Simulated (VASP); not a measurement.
# Ti (P6/mmm) in VASP: a series of runs

One crystal, Ti, is run at these levels: LDA; tasks: equation of state.

All numbers are computed with VASP 6.6.1; they aren't measurements. Logs are shortened: lines on timing, memory, paths and dates and some standing lists are left out, and cuts for length are marked.

### 1 Starting point

The structure is hexagonal, space group P6/mmm (No. 191). The conventional cell has a = 4.567 Å, b = 4.567 Å, c = 2.826 Å, α = 90.00°, β = 90.00°, γ = 120.00°. Around Ti (site symmetry -6m2) lie 11 Ti at 2.64 to 2.99 Å. Ti (site symmetry 6/mmm) has 14 Ti at 2.83 to 2.99 Å as nearest neighbours.

This isn't the form of Ti at room conditions, which is hcp.

### 2 Equation of state, LDA, 15.19 Å³/atom (a relaxed cell with its volume scaled by 0.96)

Contents of INCAR:

```
PREC = Accurate ; ENCUT = 520
EDIFF = 1E-6 ; ISMEAR = -1
SIGMA = 0.05 ; LREAL = F
LASPH = T ; NELM = 80
ALGO = Fast ; ISIF = 2
LWAVE = F ; LCHARG = F
GGA = CA
```

Contents of KPOINTS:

```
Automatic mesh
0
Gamma
  6 6 8
```

Contents of POSCAR:

```
Ti                                      
1.0
    4.3897132655      0.0000000000     -0.0000000000
   -2.1948566327      3.8016032032      0.0000000000
   -0.0000000000      0.0000000000      2.7302637741
  Ti            
     3
Direct
     0.6666666667000030    0.3333333332999970    0.5000000000000000
     0.3333333332999970    0.6666666667000030    0.5000000000000000
     1.0000000000000000    1.0000000000000000    1.0000000000000000
```

Potentials or basis: VASP PAW LDA potentials, release 64 (Ti_sv).

The run is started by

```
> cat potpaw_LDA.64/Ti_sv/POTCAR > POTCAR
> mpirun -np 1 vasp_std > vasp.out
```

OUTCAR:

```text
PREC = Accurate
   ENCUT = 520
   EDIFF = 1E-6
   ISMEAR = -1
   LREAL = F
   LASPH = T
   NELM = 80
   ISIF = 2
   GGA = CA

 ion  position               nearest neighbor table
   1  0.667  0.333  0.500-   2 2.53   2 2.53   2 2.53   3 2.88   3 2.88   3 2.88   3 2.88   3 2.88
                             3 2.88
   2  0.333  0.667  0.500-   1 2.53   1 2.53   1 2.53   3 2.88   3 2.88   3 2.88   3 2.88   3 2.88
                             3 2.88
   3  0.000  0.000  0.000-   1 2.88   2 2.88   1 2.88   2 2.88   2 2.88   2 2.88   1 2.88   1 2.88
                             1 2.88   1 2.88   2 2.88   2 2.88

  LATTYP: Found a hexagonal cell.
 ALAT       =     4.3897132655
 C/A-ratio  =     0.6219685909

  Lattice vectors:

 A1 = (   4.3897132655,   0.0000000000,   0.0000000000)
 A2 = (  -2.1948566327,   3.8016032032,   0.0000000000)
 A3 = (   0.0000000000,   0.0000000000,   2.7302637741)

Analysis of symmetry for initial positions (statically):
=====================================================================
 Subroutine PRICEL returns:
 Original cell was already a primitive cell.

 Routine SETGRP: Setting up the symmetry group for a
 hexagonal supercell.

 Subroutine GETGRP returns: Found 24 space group operations
 (whereof 24 operations were pure point group operations)
 out of a pool of 24 trial point group operations.

The static configuration has the point symmetry D_6h.

Analysis of symmetry for dynamics (positions and initial velocities):
=====================================================================
 Subroutine PRICEL returns:
 Original cell was already a primitive cell.

 Routine SETGRP: Setting up the symmetry group for a
 hexagonal supercell.

 Subroutine GETGRP returns: Found 24 space group operations
 (whereof 24 operations were pure point group operations)
 out of a pool of 24 trial point group operations.

The dynamic configuration has the point symmetry D_6h.

 Subroutine INISYM returns: Found 24 space group operations
 (whereof 24 operations are pure point group operations),
 and found     1 'primitive' translations

----------------------------------------------------------------------------------------

                                     Primitive cell

  volume of cell :      45.5625

  direct lattice vectors                    reciprocal lattice vectors
     4.389713266  0.000000000  0.000000000     0.227805312  0.131523458  0.000000000
[... 82 lines left out ...]
   ISPIN  =      1    spin polarized calculation?
   LNONCOLLINEAR =      F non collinear calculations
   LSORBIT =      F    spin-orbit coupling
   LASPH  =      T    aspherical Exc in radial PAW
   ENCUT  =  520.0 eV  38.22 Ry    6.18 a.u.   8.16  8.16  5.08*2*pi/ulx,y,z
   NELM   =     80;   NELMIN=  2; NELMDL= -5     # of ELM steps
   EDIFF  = 0.1E-05   stopping-criterion for ELM
   LREAL  =      F    real-space projection
   EDIFFG = 0.1E-04   stopping-criterion for IOM
   NSW    =      0    number of steps for IOM
   IBRION =     -1    ionic relax: 0-MD 1-quasi-New 2-CG
   NFREE  =      0    steps in history (QN), initial steepest desc. (CG)
   ISIF   =      2    stress and relaxation
   ISYM   =      2    0-nonsym 1-usesym 2-fastsym
   POTIM  = 0.5000    time-step for ionic-motion
   TEBEG  =    0.0;   TEEND  =   0.0 temperature during run
   PSTRESS=    0.0 pullay stress
   NELECT =      36.0000    total number of electrons
   NUPDOWN=      -1.0000    fix difference up-down
   EMIN   =  10.00;   EMAX   =-10.00  energy-range for DOS
   EFERMI =   0.00;   METHOD = LEGACY
   ISMEAR =    -1;   SIGMA  =   0.05  broadening in eV -4-tet -1-fermi 0-gaus
   EFERMI_NEDOS =   21; number of points for ismear=-14 and -15
   IALGO  =     68    algorithm
   IMIX   =      4    mixing-type and parameters
     AMIX     =   0.40;   BMIX     =  1.00
     AMIX_MAG =   1.60;   BMIX_MAG =  1.00
  volume/ion in A,a.u.               =      15.19       102.49
  Fermi-wavevector in a.u.,A,eV,Ry     =   1.513468  2.860039 31.165293  2.290584
  Thomas-Fermi vector in A             =   2.623255
   LORBIT       =      0    0 simple, 1 ext, 2 COOP (PROOUT), +10 PAW based schemes
   GGA     = CA    functional components
   LHFCALC =     F    Hartree Fock is set to
   AEXX    =    0.0000 exact exchange contribution
   IVDW    =     0    specifies the selected vdW correction
   LEPSILON=     F    determine dielectric tensor
   LRPA    =     F    only Hartree local field effects (RPA)
 non-spin polarized calculation
 RMM-DIIS sequential band-by-band and
  energy-cutoff  :      520.00
  volume of cell :       45.56
 maximum number of plane-waves:      1254
 NGX is ok and might be reduce to    36
   NGX = 17   NGY = 17   NGZ = 11

 number of electron      36.0000002 magnetization

 Free energy of the ion-electron system (eV)
  ---------------------------------------------------
  ext. energy  EPLUGINS =         0.00000000
  ---------------------------------------------------
  free energy    TOTEN  =       -25.68348256 eV

  energy without entropy =      -25.65202431  energy(sigma->0) =      -25.66775343

 E-fermi :   9.4843     XC(G=0): -12.4419

 val. band max:        9.4744821601   @ k =   0.0000   0.0000   0.0000
 cond. band min:       9.5004724812   @ k =   0.1667  -0.0000   0.0000
 fundamental gap:      0.0259903210
 Fermi energy:         9.4843477450

 k-point     1 :       0.0000    0.0000    0.0000
  band No.  band energies     occupation
      1     -46.5116      2.00000
      2     -46.2473      2.00000
      3     -46.0045      2.00000
      4     -23.2512      2.00000
      5     -23.2512      2.00000
      6     -23.2435      2.00000
[... 589 lines left out ...]
     21      10.6507      0.00000
     22      10.8744      0.00000

 [... further k-points ...]
[... 5 lines left out ...]
  --------------------------------------------------------------------------------------
  -------------------------------------------------------------------------------------
  Total        1.6287055      1.6287055      1.7123601      0.0000000      0.0000000      0.0000000
  in kB       57.2724295     57.2724295     60.2140912      0.0000000      0.0000000      0.0000000
  external PRESSURE =      58.2529834 kB  Pullay stress =       0.0000000 kB

 VOLUME and BASIS-vectors are now :
 -----------------------------------------------------------------------------
  energy-cutoff  :      520.00
  volume of cell :       45.56
      direct lattice vectors                 reciprocal lattice vectors
     4.389713266  0.000000000  0.000000000     0.227805312  0.131523458  0.000000000
    -2.194856633  3.801603203  0.000000000     0.000000000  0.263046916  0.000000000
     0.000000000  0.000000000  2.730263774     0.000000000  0.000000000  0.366264978

 POSITION                                       TOTAL-FORCE (eV/Angst)
 -----------------------------------------------------------------------------------
      2.19486      1.26720      1.36513        -0.000000      0.000000      0.000000
     -0.00000      2.53440      1.36513         0.000000     -0.000000     -0.000000
      0.00000      0.00000      0.00000        -0.000000      0.000000      0.000000
 -----------------------------------------------------------------------------------
    total drift:                                0.000000      0.000000     -0.000000

  FREE ENERGIE OF THE ION-ELECTRON SYSTEM (eV)
  ---------------------------------------------------
  free  energy   TOTEN  =       -25.6834825626 eV

  energy  without entropy=      -25.6520243069  energy(sigma->0) =      -25.66775343
```

Wall time 67 s (1 thread of AMD EPYC 9R45 (Zen 5), shared host); peak memory 0.13 GiB.

What came out:

* Free energy: -25.6835 eV
* Pressure: 5.8 GPa
* Band gap on the k mesh: none (metal or under the smearing width)

### 3 Equation of state, LDA, 15.82 Å³/atom

INCAR is that of step 2.

KPOINTS is that of step 2.

Contents of POSCAR:

```
Ti                                      
1.0
    4.4498537972      0.0000000000     -0.0000000000
   -2.2249268986      3.8536864315      0.0000000000
   -0.0000000000      0.0000000000      2.7676692959
  Ti            
     3
Direct
     0.6666666667000030    0.3333333332999970    0.5000000000000000
     0.3333333332999970    0.6666666667000030    0.5000000000000000
     1.0000000000000000    1.0000000000000000    1.0000000000000000
```

Potentials or basis: VASP PAW LDA potentials, release 64 (Ti_sv).

The run is started by

```
> cat potpaw_LDA.64/Ti_sv/POTCAR > POTCAR
> mpirun -np 1 vasp_std > vasp.out
```

Run time: 78 s. Hardware: 1 thread of AMD EPYC 9R45 (Zen 5), shared host; peak memory 0.13 GiB.

The run converged. Its results:

| Property | Result |
| --- | --- |
| Free energy | -25.7191 eV |
| Pressure | 0.2 GPa |
| Band gap on the k mesh | none (metal or under the smearing width) |

### 4 Equation of state, LDA, 16.45 Å³/atom (a relaxed cell with its volume scaled by 1.04)

INCAR is that of step 3.

KPOINTS is that of step 3.

Contents of POSCAR:

```
Ti                                      
1.0
    4.5084112203      0.0000000000     -0.0000000000
   -2.2542056101      3.9043986475      0.0000000000
   -0.0000000000      0.0000000000      2.8040901738
  Ti            
     3
Direct
     0.6666666667000030    0.3333333332999970    0.5000000000000000
     0.3333333332999970    0.6666666667000030    0.5000000000000000
     1.0000000000000000    1.0000000000000000    1.0000000000000000
```

The run is started by

```
> cat potpaw_LDA.64/Ti_sv/POTCAR > POTCAR
> mpirun -np 1 vasp_std > vasp.out
```

It took 87 s on 1 thread of AMD EPYC 9R45 (Zen 5), shared host; peak memory 0.13 GiB.

The run converged. Its results:

```
Free energy            : -25.6942 eV
Pressure               : -4.5 GPa
Band gap on the k mesh : none (metal or under the smearing width)
```

### 5 For comparison

An earlier run on the cell as given: functional PBEsol; potentials or basis VASP PAW PBE potentials, release 64 (Ti_sv); cutoff 520 eV; k mesh 7 × 7 × 9; occupations fermi-dirac, width 0.05 eV; no spin polarisation.

* Pressure: -3.9 GPa
* Band gap on the k mesh: none (metal or under the smearing width)
